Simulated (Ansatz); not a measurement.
# Review of an SCF result for Ni

Ni is taken as a test cell of our own (not relaxed), 16 atoms in the cell.

Computed with DFT, PBE, norm-conserving potentials, plane waves, scalar-relativistic (Ansatz development build ahead of 0.2.0).

```yaml
crystal:
  lattice:
    - [7.04, 0, 0]
    - [0, 7.04, 0]
    - [0, 0, 3.52]
  symmetry: { detect: false, time_reversal: true }
  atoms:
    - { symbol: Ni, position: [0.0031562, 0.0093894, 0.9957722], spin: 0.9 }
    - { symbol: Ni, position: [0.9978742, 0.2521499, 0.5033065], spin: -0.9 }
    - { symbol: Ni, position: [0.2558616, 0.9989553, 0.4944068], spin: 0.9 }
    - { symbol: Ni, position: [0.2423622, 0.2498076, 0.9872009], spin: -0.9 }
    - { symbol: Ni, position: [0.9971124, 0.5023285, 0.9908196], spin: 0.9 }
    - { symbol: Ni, position: [0.0037002, 0.744527, 0.4938207], spin: -0.9 }
    - { symbol: Ni, position: [0.2506964, 0.5083886, 0.4871736], spin: 0.9 }
    - { symbol: Ni, position: [0.2466269, 0.7528559, 0.9949269], spin: -0.9 }
    - { symbol: Ni, position: [0.494448, 0.9932168, 0.9829651], spin: 0.9 }
    - { symbol: Ni, position: [0.5062833, 0.2444816, 0.5109291], spin: -0.9 }
    - { symbol: Ni, position: [0.7499806, 0.0025708, 0.4993474], spin: 0.9 }
    - { symbol: Ni, position: [0.743937, 0.2469918, 0.9933037], spin: -0.9 }
    - { symbol: Ni, position: [0.503123, 0.5084748, 0.9969868], spin: 0.9 }
    - { symbol: Ni, position: [0.4951709, 0.7489763, 0.4997814], spin: -0.9 }
    - { symbol: Ni, position: [0.7588358, 0.4958599, 0.4851758], spin: 0.9 }
    - { symbol: Ni, position: [0.7571289, 0.7541638, 0.9851618], spin: -0.9 }
hamiltonian:
  xc: pbe
  pseudopotentials: { kind: nc }
kpoints:
  mp_grid: { grid: [1, 1, 1], shift: [0, 0, 0] }
magnetization:
  spin_polarized: true
scf:
  occupations: { method: fermi_dirac }
  lower_state_search: standard
```

Settings in force: cutoff 1400 eV, smearing width 0.1 eV; symmetry off, standard search for lower states.

The run converged after 96 iterations in all: ferrimagnetic, site moments Ni1 0.68, Ni2 0.17, Ni3 0.17, Ni4 -0.51, Ni5 0.71, Ni6 0.72, Ni7 0.16, Ni8 0.20, Ni9 0.72, Ni10 0.13, Ni11 0.72, Ni12 0.18, Ni13 0.71, Ni14 0.72, Ni15 0.73, Ni16 0.73 μB, total 6.55 μB per cell.

One k-point is far from converged for this cell: the case tests the SCF and predicts nothing for the material.

Site moments are taken inside atomic spheres and don't add up to the total.

Has the SCF ended in the lowest solution? If not, by how much is it too high?

No. A state 27.7 meV/atom (0.444 eV per cell) lower exists in this cell: ferromagnetic, site moments Ni1 -0.65, Ni2 -0.66, Ni3 -0.67, Ni4 -0.65, Ni5 -0.67, Ni6 -0.66, Ni7 -0.66, Ni8 -0.67, Ni9 -0.67, Ni10 -0.66, Ni11 -0.66, Ni12 -0.67, Ni13 -0.66, Ni14 -0.66, Ni15 -0.67, Ni16 -0.65 μB, total -9.99 μB per cell. It was reached from: symmetry off, Broyden mixing, default search for lower states [Ni1 0.90, Ni2 -0.90, Ni3 0.90, Ni4 -0.90, Ni5 0.90, Ni6 -0.90, Ni7 0.90, Ni8 -0.90, Ni9 0.90, Ni10 -0.90, Ni11 0.90, Ni12 -0.90, Ni13 0.90, Ni14 -0.90, Ni15 0.90, Ni16 -0.90 μB]. Orders that need a larger cell or non-collinear spins weren't tried. Sign patterns typed on Ni1 Ni2 Ni3 Ni4 Ni5 Ni6 Ni7 Ni8 Ni9 Ni10 Ni11 Ni12 Ni13 Ni14 Ni15 Ni16: +-+-+-+-+-+-+-+-; other orders that fit weren't typed. No run without spin polarisation was made.
